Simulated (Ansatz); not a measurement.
**Ru(0001) with 2 layers of random Ru-Pt, 2x2: scattering by chemical disorder**

Wanted: resistance against the alloy's length, first Ru(0001) with 2 layers of random Ru-Pt, 2x2.

Calculated with Ansatz 0.2.0; Ansatz plane-wave DFT, PBE, PAW files; ballistic transport by layer matching (Landauer), zero bias; PAW set soft_1.

**1. The starting structure**

The cell holds 48 atoms: 46 Ru and 2 Pt. Cell: a = 5.412 Å, b = 5.412 Å, c = 25.691 Å, α = 90.0°, β = 90.0°, γ = 120.0°. It derives from Ru. Regions: lead, 40 atoms (40 Ru); scattering region, 8 atoms (6 Ru and 2 Pt). The structure is stacked along c, and the current runs across the ab planes.

**2. With 2 alloy layers**

In 2 layers a share of 0.25 of the sites is given to Pt at random. The layers about the cell's end stay perfect and serve as the lead. Energies from -0.05 to 0.05 eV in steps of 0.05 eV are too few for the program's thermal sum, so it prints no conductance; for a metal the transmission near the Fermi level serves, at a fraction of the cost.

Contents of input.yaml:

```yaml
crystal:
  lattice:
    - [5.4116, 0.0, 0.0]
    - [-2.7058, 4.6865830751, 0.0]
    - [0.0, 0.0, 25.6914]
  atoms:
    - { symbol: Ru, position: [0.1666666667, 0.3333333333, 0.0416666667] }
    - { symbol: Ru, position: [0.1666666667, 0.8333333333, 0.0416666667] }
    - { symbol: Ru, position: [0.6666666667, 0.3333333333, 0.0416666667] }
    - { symbol: Ru, position: [0.6666666667, 0.8333333333, 0.0416666667] }
    - { symbol: Ru, position: [0.3333333333, 0.1666666667, 0.125] }
    - { symbol: Ru, position: [0.3333333333, 0.6666666667, 0.125] }
    - { symbol: Ru, position: [0.8333333333, 0.1666666667, 0.125] }
    - { symbol: Ru, position: [0.8333333333, 0.6666666667, 0.125] }
    - { symbol: Ru, position: [0.1666666667, 0.3333333333, 0.2083333333] }
    - { symbol: Ru, position: [0.1666666667, 0.8333333333, 0.2083333333] }
    - { symbol: Ru, position: [0.6666666667, 0.3333333333, 0.2083333333] }
    - { symbol: Ru, position: [0.6666666667, 0.8333333333, 0.2083333333] }
    - { symbol: Ru, position: [0.3333333333, 0.1666666667, 0.2916666667] }
    - { symbol: Ru, position: [0.3333333333, 0.6666666667, 0.2916666667] }
    - { symbol: Ru, position: [0.8333333333, 0.1666666667, 0.2916666667] }
    - { symbol: Ru, position: [0.8333333333, 0.6666666667, 0.2916666667] }
    - { symbol: Ru, position: [0.1666666667, 0.3333333333, 0.375] }
    - { symbol: Ru, position: [0.1666666667, 0.8333333333, 0.375] }
    - { symbol: Ru, position: [0.6666666667, 0.3333333333, 0.375] }
    - { symbol: Ru, position: [0.6666666667, 0.8333333333, 0.375] }
    - { symbol: Ru, position: [0.3333333333, 0.1666666667, 0.4583333333] }
    - { symbol: Ru, position: [0.3333333333, 0.6666666667, 0.4583333333] }
    - { symbol: Ru, position: [0.8333333333, 0.1666666667, 0.4583333333] }
    - { symbol: Ru, position: [0.8333333333, 0.6666666667, 0.4583333333] }
    - { symbol: Ru, position: [0.1666666667, 0.3333333333, 0.5416666667] }
    - { symbol: Ru, position: [0.1666666667, 0.8333333333, 0.5416666667] }
    - { symbol: Pt, position: [0.6666666667, 0.3333333333, 0.5416666667] }
    - { symbol: Pt, position: [0.6666666667, 0.8333333333, 0.5416666667] }
    - { symbol: Ru, position: [0.3333333333, 0.1666666667, 0.625] }
    - { symbol: Ru, position: [0.3333333333, 0.6666666667, 0.625] }
    - { symbol: Ru, position: [0.8333333333, 0.1666666667, 0.625] }
    - { symbol: Ru, position: [0.8333333333, 0.6666666667, 0.625] }
    - { symbol: Ru, position: [0.1666666667, 0.3333333333, 0.7083333333] }
    - { symbol: Ru, position: [0.1666666667, 0.8333333333, 0.7083333333] }
    - { symbol: Ru, position: [0.6666666667, 0.3333333333, 0.7083333333] }
    - { symbol: Ru, position: [0.6666666667, 0.8333333333, 0.7083333333] }
    - { symbol: Ru, position: [0.3333333333, 0.1666666667, 0.7916666667] }
    - { symbol: Ru, position: [0.3333333333, 0.6666666667, 0.7916666667] }
    - { symbol: Ru, position: [0.8333333333, 0.1666666667, 0.7916666667] }
    - { symbol: Ru, position: [0.8333333333, 0.6666666667, 0.7916666667] }
    - { symbol: Ru, position: [0.1666666667, 0.3333333333, 0.875] }
    - { symbol: Ru, position: [0.1666666667, 0.8333333333, 0.875] }
    - { symbol: Ru, position: [0.6666666667, 0.3333333333, 0.875] }
    - { symbol: Ru, position: [0.6666666667, 0.8333333333, 0.875] }
    - { symbol: Ru, position: [0.3333333333, 0.1666666667, 0.9583333333] }
    - { symbol: Ru, position: [0.3333333333, 0.6666666667, 0.9583333333] }
    - { symbol: Ru, position: [0.8333333333, 0.1666666667, 0.9583333333] }
    - { symbol: Ru, position: [0.8333333333, 0.6666666667, 0.9583333333] }
kpoints:
  mp_grid: { grid: [5, 5, 1] }
hamiltonian:
  xc: pbe
  pseudopotentials: { kind: paw, azcp: { folder: soft_1 } }
scf:
  occupations: { method: fermi_dirac, width: 0.1 }
output:
  transmission:
    leads: [[0, 8]]
    kmesh: [10, 10]
    e_range: [-0.05, 0.05]
    de: 0.05
  write_potential: true
  write_density: true
  volumetric_format: npy
```

On the command line:

```console
$ ansatz run input.yaml --threads 4 --pin off --max-ram 15360MiB --backend cpu --events-out ev --progress --plain --runs-dir out
```

Numbers of over 12 decimals in the logs are rounded to 6 here.

Output:

```text
Engine: ansatz 0.2.0, aarch64-unknown-linux-gnu
Pseudopotentials: kind: paw
Pseudopotential: Ru, paw, valence charge 16, recommended cutoff 420 eV (normal), soft_1/Ru.paw.azcp
Pseudopotential: Pt, paw, valence charge 18, recommended cutoff 420 eV (normal), soft_1/Pt.paw.azcp
Functional definition: PBE
  parameter kappa = 0.804
  parameter beta = 0.066725
  exchange = pbe_x(kappa = kappa, mu = beta*pi^2/3)
  correlation = pbe_c(beta = beta)
Crystal: 48 atoms, lattice volume = 651.583 Å³
Basis set: ecut = 420 eV, 12691 PW (Γ)
Bands: 464, of which v1, the nominal top of the filled ones, is band 386 counted from 1 (385 counted from 0)
Symmetry: 8 space group operations
Space group: Pmm2 (ITA 25), of the structure as read, at distance tolerance 8.7e-5 Å
k-points: 9 of 25 (time reversal used)
Non-local potential: Ru, projectors of the file, l = 0: 3, l = 1: 2, l = 2: 2, l = 3: 1
Non-local potential: Pt, projectors of the file, l = 0: 3, l = 1: 2, l = 2: 2, l = 3: 1
PAW form: soft (Blöchl's): semilocal exchange-correlation on the pseudo side does not see the compensation charge
PAW one-centre angular grid: Ru, 590 points (default); XC on 64 Gauss nodes
PAW one-centre angular grid: Pt, 590 points (default); XC on 64 Gauss nodes
Initial density: superposition of atomic densities (chi_scale 0.1, normalization cell, long waves kept (reshape's long-wave potential 0.90 eV rms))
Initial wavefunctions: pseudopotential atomic-orbital guess
Functional: x = pbe(κ = 0.804, μ = 0.219515), c = pbe(β = 0.066725)
SCF iter   1: F=—  HF=-295526.370430 eV  |F-HF|=—  |Δ(HF+E_count)|=         —  Δρ=1.57e-1  dr2=4.35e3  ethr=3.10e-3  ⟨swp⟩=5.0  Hψ=13476  notcnv=0  defer=17
preconditioner: auto → Kerker (q_TF=auto, 2.807 Å⁻¹)  [metal: Δε(μ)=0.007 eV  Ē_g=5.503 eV  σ=0.100 eV  W_gap=0.02  n_scr=268 (ndim 8)  ℏωp=28.7 eV  f_vac=0.000  D(μ)=43.82/eV (n_scr^D=430)]
SCF iter   2: F=—  HF=-295490.012572 eV  |F-HF|=—  |Δ(HF+E_count)|=    3.64e1  Δρ=8.70e-2  dr2=2.00e3  ethr=3.10e-3  ⟨swp⟩=2.0  Hψ=8454  notcnv=0  defer=90
SCF iter   3: F=—  HF=-295472.229949 eV  |F-HF|=—  |Δ(HF+E_count)|=    1.78e1  Δρ=1.90e-2  dr2=5.67e1  ethr=3.10e-3  ⟨swp⟩=4.2  Hψ=9505  notcnv=0  defer=72
SCF iter   4: F=—  HF=-295471.016606 eV  |F-HF|=—  |Δ(HF+E_count)|=    1.21e0  Δρ=7.00e-3  dr2=1.48e1  ethr=3.10e-3  ⟨swp⟩=2.3  Hψ=5370  notcnv=0  defer=54
SCF iter   5: F=—  HF=-295470.912045 eV  |F-HF|=—  |Δ(HF+E_count)|=   1.05e-1  Δρ=2.82e-3  dr2=1.91e-1  ethr=1.92e-3  ⟨swp⟩=1.0  Hψ=4114  notcnv=0  defer=56
SCF iter   6: F=—  HF=-295470.905516 eV  |F-HF|=—  |Δ(HF+E_count)|=   6.53e-3  Δρ=5.73e-4  dr2=1.07e-2  ethr=2.47e-5  ⟨swp⟩=1.4  Hψ=4875  notcnv=0  defer=61
SCF iter   7: F=—  HF=-295470.905024 eV  |F-HF|=—  |Δ(HF+E_count)|=   4.93e-4  Δρ=1.66e-4  dr2=2.04e-3  ethr=1.39e-6  ⟨swp⟩=2.0  Hψ=5200  notcnv=0  defer=61
SCF iter   8: F=—  HF=-295470.904989 eV  |F-HF|=—  |Δ(HF+E_count)|=   3.50e-5  Δρ=3.73e-5  dr2=6.03e-5  ethr=2.65e-7  ⟨swp⟩=1.1  Hψ=4113  notcnv=0  defer=61
SCF iter   9: F=—  HF=-295470.906379 eV  |F-HF|=—  |Δ(HF+E_count)|=   1.39e-3  Δρ=8.69e-6  dr2=1.75e-6  ethr=7.81e-9  ⟨swp⟩=2.1  Hψ=4683  notcnv=0  defer=61
SCF iter  10: F=—  HF=-295470.906378 eV  |F-HF|=—  |Δ(HF+E_count)|=   6.33e-8  Δρ=1.93e-6  dr2=1.69e-7  ethr=2.27e-10  ⟨swp⟩=2.0  Hψ=5359  notcnv=0  defer=61
SCF iter  11: F=-295470.906378 eV  HF=-295470.906378 eV  |F-HF|=1.36e-8  |Δ(HF+E_count)|=   5.88e-9  Δρ=4.61e-7  dr2=1.43e-8  ethr=1.30e-11  ⟨swp⟩=7.6  Hψ=10190  notcnv=0
SCF 1 converged in 11 iterations: F = -295470.906378 eV  dr2 = 1.43e-8
  greatest PAW one-centre occupation: 1.000 electrons in one spin orbital (limit 2), on the Pt atom at site 27 (counted from 0), in its partial waves of l = 0
transmission: 152 of 1488 steps passed
transmission: 299 of 1488 steps passed
[...]
transmission: 1488 of 1488 steps passed
SCF converged after 11 iterations
Free energy (F): -295470.906378 eV
Harris-Foulkes:  -295470.906378 eV  (|F-HF|=1.36e-8)
Internal energy: -295469.399352 eV  (E = F + TS)
E sigma→0 (E₀):  -295470.152865 eV
Entropy (-TS):   -1.507026 eV (-31.396 meV/atom)
Fermi energy:    23.513793 eV
--- Per-component energies (eV) ---
  E_band       = -2752.036244
  E_kinetic    = 22382.111659
  E_local      = -61222.362905  (includes V_loc(G=0)·N_el)
  E_nonlocal   = 19383.665959
  E_hartree    = 20473.779813
  E_xc         = -8295.863178
  E_vxc        = -10447.294512  (∫ρ·V_xc dr)
  E_paw        = -180038.628342  (= ΣΔE_a)
  E_vpaw       = -13795.744669  (= ΣTr[D̂ρ^β])
  E_aug_tail   = 0.030876  (compensation charges beyond the density's cutoff)
  E_ewald      = -108152.133233
  E_smearing   = -1.507026  (= −TS)
  E_closure    = -0.000000  (closes the sum)
  Σ components = -295470.906378   (vs F -295470.906378, Δ=0.00e0)
--- Band table (eV; the first three rows and the last of 9) ---
  k-point 0: bands = [... 382 lower, 24.0080, 24.3019, 24.3603, 24.3715, 24.5104, 24.5468, 24.5504, 24.6043, ... 74 higher]
  k-point 1: bands = [... 382 lower, 23.6064, 23.8252, 23.8662, 23.9609, 24.0235, 24.1477, 24.1653, 24.2098, ... 74 higher]
  k-point 2: bands = [... 382 lower, 23.1108, 23.1271, 23.2913, 23.3261, 23.3361, 23.4476, 23.4941, 23.5189, ... 74 higher]
  k-point 8: bands = [... 382 lower, 23.0443, 23.1371, 23.2072, 23.2665, 23.2735, 23.4111, 23.4714, 23.5189, ... 74 higher]
--- Transmission ---
  basis      : 223 plane waves across, 48 finite elements along
  points     : 31, standing for a mesh of 10 x 10
  energies   : 3 from -0.050000 to 0.050000 eV about the Fermi level, 0.050000 eV apart; the leads are filled to 0.000000 eV, and channels, transmission and decay are at 0.000000 eV
  crystal 0  : Ru8, at the sites [0, 8], period 4.2819 Å, over 23.55 Å; its Hamiltonian steps by up to 6.5 meV
    offset         : up to 0.0000 Å between an atom of the period and one for which it stands
    channels       : 5.280000e0 a spin
    conductance    : none, the energies end too early or step too widely for 300 K: set another output.transmission.e_range or a lower de, or, where they end at an eighth of basis.ecutwfc, a higher one
  junction   : crystal 0 to crystal 0, 1.44 to 22.85 Å
    transmission   : 4.051570e0 a spin
    conductance    : none, the energies end too early or step too widely for 300 K: set another output.transmission.e_range or a lower de, or, where they end at an eighth of basis.ecutwfc, a higher one
```

The job ended after 7.5 min (4 threads of Arm Neoverse V1, shared host; peak memory 6 GiB; 27 min of CPU time).

The column dr2 measures how far the density is from self-consistency, as an energy; F and HF (Harris–Foulkes) agree once it is small.

This step gave:

```yaml
free_energy: -295470.9064 eV
energy_at_zero_smearing: -295470.1529 eV
fermi_energy: 23.51 eV
cell_area: 25.36 Å²
transmission_per_spin_nearest_the_fermi_level: 4.052
open_channels_per_spin_nearest_the_fermi_level: 5.28
step_of_the_lead_s_potential: 6.5 meV
```

Per spin. Table of transmission, zone mean by energy, zero at the Fermi level:

```csv
energy (eV),"transmission, zone mean"
-0.0500,3.99
0.0000,4.05
0.0500,4.24
```

Per spin. The open channels, zone mean, lead by energy, zero at the Fermi level:

```csv
energy (eV),"open channels, zone mean, lead"
-0.0500,5.16
0.0000,5.28
0.0500,5.88
```

Transmission over k1 and k2. At 0.0000 eV from the Fermi level.

Ten even steps from '0' (1.5) to '9' (10.9):
```
2221222000
1123321100
1133633111
2135885312
3223898322
2213588531
1111336331
1001123321
2000222122
3111131111
```
Columns: k1 (b1) from -0.5 to 0.4; rows upwards: k2 (b2) from -0.5 to 0.4.

Open channels over k1 and k2. At 0.0000 eV from the Fermi level.

Ten even steps from '_' (2.0) to '@' (12.0):
```
::==------==::..__..
..------------..____
..----++##++----....
::----##@@@@##----::
====--++@@@@@@++--==
::::----##@@@@##----
......----++##++----
..____..------------
::..__..::==------==
==::....::==::....::
```
Columns: k1 (b1) from -0.5 to 0.4; rows upwards: k2 (b2) from -0.5 to 0.4.

Over the solved energies the transmission per spin lies between 3.99 and 4.24, out of 5.44 channels of the lead on average (up to 5.88).

**3. With 6 alloy layers**

In 6 layers a share of 0.25 of the sites is given to Pt at random. A fresh draw is used; the growth of the resistance with length is what counts.

System of this step: Ru(0001) with 6 layers of random Ru-Pt, 2x2. The cell holds 64 atoms: 58 Ru and 6 Pt. Its edges and angles: a = 5.412 Å, b = 5.412 Å, c = 34.255 Å, α = 90.0°, β = 90.0°, γ = 120.0°. It derives from Ru. Regions: lead, 40 atoms (40 Ru); scattering region, 24 atoms (18 Ru and 6 Pt). The structure is stacked along c, and the current runs across the ab planes.

Contents of input.yaml:

```yaml
crystal:
  lattice:
    - [5.4116, 0.0, 0.0]
    - [-2.7058, 4.6865830751, 0.0]
    - [0.0, 0.0, 34.2552]
  atoms:
    - { symbol: Ru, position: [0.1666666667, 0.3333333333, 0.03125] }
    - { symbol: Ru, position: [0.1666666667, 0.8333333333, 0.03125] }
    - { symbol: Ru, position: [0.6666666667, 0.3333333333, 0.03125] }
    - { symbol: Ru, position: [0.6666666667, 0.8333333333, 0.03125] }
    - { symbol: Ru, position: [0.3333333333, 0.1666666667, 0.09375] }
    - { symbol: Ru, position: [0.3333333333, 0.6666666667, 0.09375] }
    - { symbol: Ru, position: [0.8333333333, 0.1666666667, 0.09375] }
    - { symbol: Ru, position: [0.8333333333, 0.6666666667, 0.09375] }
    - { symbol: Ru, position: [0.1666666667, 0.3333333333, 0.15625] }
    - { symbol: Ru, position: [0.1666666667, 0.8333333333, 0.15625] }
    - { symbol: Ru, position: [0.6666666667, 0.3333333333, 0.15625] }
    - { symbol: Ru, position: [0.6666666667, 0.8333333333, 0.15625] }
    - { symbol: Ru, position: [0.3333333333, 0.1666666667, 0.21875] }
    - { symbol: Ru, position: [0.3333333333, 0.6666666667, 0.21875] }
    - { symbol: Ru, position: [0.8333333333, 0.1666666667, 0.21875] }
    - { symbol: Ru, position: [0.8333333333, 0.6666666667, 0.21875] }
    - { symbol: Ru, position: [0.1666666667, 0.3333333333, 0.28125] }
    - { symbol: Ru, position: [0.1666666667, 0.8333333333, 0.28125] }
    - { symbol: Ru, position: [0.6666666667, 0.3333333333, 0.28125] }
    - { symbol: Ru, position: [0.6666666667, 0.8333333333, 0.28125] }
    - { symbol: Ru, position: [0.3333333333, 0.1666666667, 0.34375] }
    - { symbol: Pt, position: [0.3333333333, 0.6666666667, 0.34375] }
    - { symbol: Ru, position: [0.8333333333, 0.1666666667, 0.34375] }
    - { symbol: Ru, position: [0.8333333333, 0.6666666667, 0.34375] }
    - { symbol: Ru, position: [0.1666666667, 0.3333333333, 0.40625] }
    - { symbol: Ru, position: [0.1666666667, 0.8333333333, 0.40625] }
    - { symbol: Ru, position: [0.6666666667, 0.3333333333, 0.40625] }
    - { symbol: Ru, position: [0.6666666667, 0.8333333333, 0.40625] }
    - { symbol: Pt, position: [0.3333333333, 0.1666666667, 0.46875] }
    - { symbol: Ru, position: [0.3333333333, 0.6666666667, 0.46875] }
    - { symbol: Ru, position: [0.8333333333, 0.1666666667, 0.46875] }
    - { symbol: Ru, position: [0.8333333333, 0.6666666667, 0.46875] }
    - { symbol: Pt, position: [0.1666666667, 0.3333333333, 0.53125] }
    - { symbol: Pt, position: [0.1666666667, 0.8333333333, 0.53125] }
    - { symbol: Ru, position: [0.6666666667, 0.3333333333, 0.53125] }
    - { symbol: Pt, position: [0.6666666667, 0.8333333333, 0.53125] }
    - { symbol: Pt, position: [0.3333333333, 0.1666666667, 0.59375] }
    - { symbol: Ru, position: [0.3333333333, 0.6666666667, 0.59375] }
    - { symbol: Ru, position: [0.8333333333, 0.1666666667, 0.59375] }
    - { symbol: Ru, position: [0.8333333333, 0.6666666667, 0.59375] }
    - { symbol: Ru, position: [0.1666666667, 0.3333333333, 0.65625] }
    - { symbol: Ru, position: [0.1666666667, 0.8333333333, 0.65625] }
    - { symbol: Ru, position: [0.6666666667, 0.3333333333, 0.65625] }
    - { symbol: Ru, position: [0.6666666667, 0.8333333333, 0.65625] }
    - { symbol: Ru, position: [0.3333333333, 0.1666666667, 0.71875] }
    - { symbol: Ru, position: [0.3333333333, 0.6666666667, 0.71875] }
    - { symbol: Ru, position: [0.8333333333, 0.1666666667, 0.71875] }
    - { symbol: Ru, position: [0.8333333333, 0.6666666667, 0.71875] }
    - { symbol: Ru, position: [0.1666666667, 0.3333333333, 0.78125] }
    - { symbol: Ru, position: [0.1666666667, 0.8333333333, 0.78125] }
    - { symbol: Ru, position: [0.6666666667, 0.3333333333, 0.78125] }
    - { symbol: Ru, position: [0.6666666667, 0.8333333333, 0.78125] }
    - { symbol: Ru, position: [0.3333333333, 0.1666666667, 0.84375] }
    - { symbol: Ru, position: [0.3333333333, 0.6666666667, 0.84375] }
    - { symbol: Ru, position: [0.8333333333, 0.1666666667, 0.84375] }
    - { symbol: Ru, position: [0.8333333333, 0.6666666667, 0.84375] }
    - { symbol: Ru, position: [0.1666666667, 0.3333333333, 0.90625] }
    - { symbol: Ru, position: [0.1666666667, 0.8333333333, 0.90625] }
    - { symbol: Ru, position: [0.6666666667, 0.3333333333, 0.90625] }
    - { symbol: Ru, position: [0.6666666667, 0.8333333333, 0.90625] }
    - { symbol: Ru, position: [0.3333333333, 0.1666666667, 0.96875] }
    - { symbol: Ru, position: [0.3333333333, 0.6666666667, 0.96875] }
    - { symbol: Ru, position: [0.8333333333, 0.1666666667, 0.96875] }
    - { symbol: Ru, position: [0.8333333333, 0.6666666667, 0.96875] }
kpoints:
  mp_grid: { grid: [5, 5, 1] }
hamiltonian:
  xc: pbe
  pseudopotentials: { kind: paw, azcp: { folder: soft_1 } }
scf:
  occupations: { method: fermi_dirac, width: 0.1 }
output:
  transmission:
    leads: [[0, 8]]
    kmesh: [10, 10]
    e_range: [-0.05, 0.05]
    de: 0.05
  write_potential: true
  write_density: true
  volumetric_format: npy
```

Output:

```text
[...]
Crystal: 64 atoms, lattice volume = 868.777 Å³
Basis set: ecut = 420 eV, 16909 PW (Γ)
Bands: 622, of which v1, the nominal top of the filled ones, is band 518 counted from 1 (517 counted from 0)
Symmetry: 2 space group operations
[...]
k-points: 9 of 25 (time reversal used)
[...]
SCF iter   1: F=—  HF=-416161.218903 eV  |F-HF|=—  |Δ(HF+E_count)|=         —  Δρ=1.32e-1  dr2=1.28e3  ethr=3.10e-3  ⟨swp⟩=5.1  Hψ=18160  notcnv=0  defer=10
[...]
SCF iter  11: F=-416113.541714 eV  HF=-416113.541714 eV  |F-HF|=1.61e-8  |Δ(HF+E_count)|=   6.40e-9  Δρ=4.81e-7  dr2=1.71e-8  ethr=9.65e-12  ⟨swp⟩=7.8  Hψ=12545  notcnv=0
SCF 1 converged in 11 iterations: F = -416113.541714 eV  dr2 = 1.71e-8
[...]
transmission: 197 of 1953 steps passed
transmission: 392 of 1953 steps passed
[...]
transmission: 1953 of 1953 steps passed
SCF converged after 11 iterations
Free energy (F): -416113.541714 eV
[...]
Internal energy: -416111.429692 eV  (E = F + TS)
E sigma→0 (E₀):  -416112.485703 eV
Entropy (-TS):   -2.112023 eV (-33.000 meV/atom)
Fermi energy:    23.745118 eV
[...]
--- Band table (eV; the first three rows and the last of 9) ---
  k-point 0: bands = [... 514 lower, 24.3652, 24.4065, 24.4138, 24.4349, 24.4534, 24.5026, 24.5212, 24.6087, ... 100 higher]
  k-point 1: bands = [... 514 lower, 24.0492, 24.0720, 24.1032, 24.1287, 24.1687, 24.1765, 24.1910, 24.2766, ... 100 higher]
  k-point 2: bands = [... 514 lower, 23.4616, 23.4974, 23.5127, 23.5252, 23.5870, 23.6214, 23.6441, 23.6926, ... 100 higher]
  k-point 8: bands = [... 514 lower, 23.3800, 23.4910, 23.5007, 23.5422, 23.5780, 23.6135, 23.6422, 23.6616, ... 100 higher]
--- Transmission ---
  basis      : 223 plane waves across, 63 finite elements along
  points     : 31, standing for a mesh of 10 x 10
[...]
channels       : 5.280000e0 a spin
[...]
junction   : crystal 0 to crystal 0, -0.70 to 29.28 Å
    transmission   : 3.028555e0 a spin
[...]
```

Wall time 12 min (4 threads); peak memory 9.2 GiB.

Numbers from this step:

* free energy: -416113.5417 eV
* energy at zero smearing: -416112.4857 eV
* Fermi energy: 23.75 eV
* transmission per spin nearest the Fermi level: 3.029
* step of the lead's potential: 8.5 meV

Per spin. The transmission, zone mean by energy, zero at the Fermi level:

```csv
energy (eV),"transmission, zone mean"
-0.0500,3.07
0.0000,3.03
0.0500,3.35
```

Over the solved energies the transmission per spin lies between 3.03 and 3.35, out of 5.48 channels of the lead on average (up to 6).

(Part 1 of 2 ends here.)

[Logs are printed without paths, hosts, clocks, repeated set-up lines and the standing remarks that a program may print on its own settings, such as how far it seeks lower states.]

[Hosts, paths, dates, database ids (printed as entryN), source tags and the programs' standing remarks are cut or masked in the printed files.]
